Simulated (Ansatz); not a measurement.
# Au under changes of volume

One of the cells (19.549 Å³/atom); the others are scaled copies at fixed shape and fractional positions:

```
Au
1.0
     2.81549    0.00000    0.00000
    -0.01296    2.82018    0.00000
    -1.13789   -1.18541    4.92401
Au
2
Direct
  0.67286 0.66596 0.27405
  0.32714 0.33404 0.72594
```

This isn't the form of Au at room conditions, which is fcc.

```yaml
Program: Ansatz 0.2.0
Functional: PBE0
Potentials_or_basis: Ansatz PAW
Cutoff: "420 eV (not typed: the program's choice for these potentials)"
k_mesh: 6 × 6 × 4
Occupations: fermi-dirac, width 0.05 eV
Spin: no spin polarisation
```

| volume (Å³/atom) | energy over the lowest point (meV/atom) | pressure (GPa) | largest force (eV/Å) |
| --- | --- | --- | --- |
| 18.376 | 5.67 | 3.9 | 0.076 |
| 18.767 | 0.00 | 0.8 | 0.061 |
| 19.158 | 1.31 | -1.9 | 0.056 |
| 19.549 | 8.65 | -4.2 | 0.061 |
| 19.940 | ? | ? | ? |
| 20.331 | 38.32 | -7.8 | 0.083 |
| 20.722 | 59.52 | -9.1 | 0.123 |

**Question.** What does the run at 19.940 Å³/atom give?

**Answer.** Energy over the lowest point 21.23 meV/atom; pressure -6.1 GPa; largest force 0.071 eV/Å.

Worked out: A Birch-Murnaghan fit of order 3 (a polynomial in V^(-2/3)) to the other rows has its minimum at 18.88 Å³/atom with B0 = V·E''(V) = 131 GPa and B' = 5.5 at fixed shape and positions, which overstates the stiffness. It gives 21.19 meV/atom at 19.940 Å³/atom, against the run's 21.23, and -dE/dV = -6.1 GPa, against -6.1.

Energies are extrapolated to zero smearing.

Caveats: all runs use coarse meshes; the PAW data sets come from PBE, with cores solved anew for the run's functional, which leaves a small shift of forces and pressure; the thresholds are loose for stress.
